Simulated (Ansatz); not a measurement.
A run of Ansatz 0.2.0 is set up as follows.

Contents of input.yaml:

```yaml
crystal:
  lattice:
    - [5.556395, 0.0, 0.0]
    - [0.0, 3.333597, 0.0]
    - [0.0, 0.0, 6.504995]
  atoms:
    - { symbol: Hf, position: [0.748682, 0.75, 0.607871] }
    - { symbol: Hf, position: [0.251318, 0.25, 0.392129] }
    - { symbol: Hf, position: [0.248682, 0.75, 0.892129] }
    - { symbol: Hf, position: [0.751318, 0.25, 0.107871] }
    - { symbol: O, position: [0.639499, 0.25, 0.4234] }
    - { symbol: O, position: [0.360501, 0.75, 0.5766] }
    - { symbol: O, position: [0.139499, 0.25, 0.0766] }
    - { symbol: O, position: [0.860501, 0.75, 0.9234] }
    - { symbol: O, position: [0.520794, 0.25, 0.841453] }
    - { symbol: O, position: [0.479206, 0.75, 0.158547] }
    - { symbol: O, position: [0.020794, 0.25, 0.658547] }
    - { symbol: O, position: [0.979206, 0.75, 0.341453] }
hamiltonian:
  xc: pbe
  pseudopotentials: { kind: paw }
kpoints:
  mp_grid: { grid: [5, 8, 4] }
scf:
  occupations: { method: fermi_dirac, width: 0.05 }
output:
  forces: true
  stress: true
  eigenvalues: true
relax:
  f_tol: 0.01
  max_steps: 40
  cell: { stress_tol: 0.05 }
```

Potentials or basis: Ansatz PAW.

The run is started by

```bash
$ ansatz run input.yaml --threads 4 --pin off --max-ram 11264MiB --backend cpu --events-out ev --progress --plain --runs-dir out
```

Question: Estimate the relaxed volume.

Answer: 10.17 Å³/atom.

Question: Estimate the band gap on the k mesh.

Answer: 3.44 eV, direct.

Final structure:
```cif
data_structure
_symmetry_space_group_name_H-M 'P 1'
_symmetry_Int_Tables_number 1
_cell_length_a 5.5762
_cell_length_b 3.3489
_cell_length_c 6.5333
_cell_angle_alpha 90.000
_cell_angle_beta 90.000
_cell_angle_gamma 90.000
_cell_volume 122.00
loop_
_atom_site_label
_atom_site_type_symbol
_atom_site_fract_x
_atom_site_fract_y
_atom_site_fract_z
_atom_site_occupancy
Hf1 Hf 0.74910 0.75000 0.60743 1
Hf2 Hf 0.25090 0.25000 0.39257 1
Hf3 Hf 0.24910 0.75000 0.89257 1
Hf4 Hf 0.75090 0.25000 0.10743 1
O1 O 0.63934 0.25000 0.42301 1
O2 O 0.36066 0.75000 0.57699 1
O3 O 0.13934 0.25000 0.07699 1
O4 O 0.86066 0.75000 0.92301 1
O5 O 0.52043 0.25000 0.84173 1
O6 O 0.47957 0.75000 0.15827 1
O7 O 0.02043 0.25000 0.65827 1
O8 O 0.97957 0.75000 0.34173 1
```

Caveat: odd divisions of the mesh miss points on the zone boundary, where band edges often lie, so the gap on the mesh can be too wide; the plane-wave basis is chosen anew once the cell has moved, so the energies of steps on either side of that aren't comparable; the pressure holds a Pulay correction of +0.9 GPa for the finite cutoff; spin-orbit coupling is left out, which moves the levels of the heavy elements. A k mesh can miss the band edges.
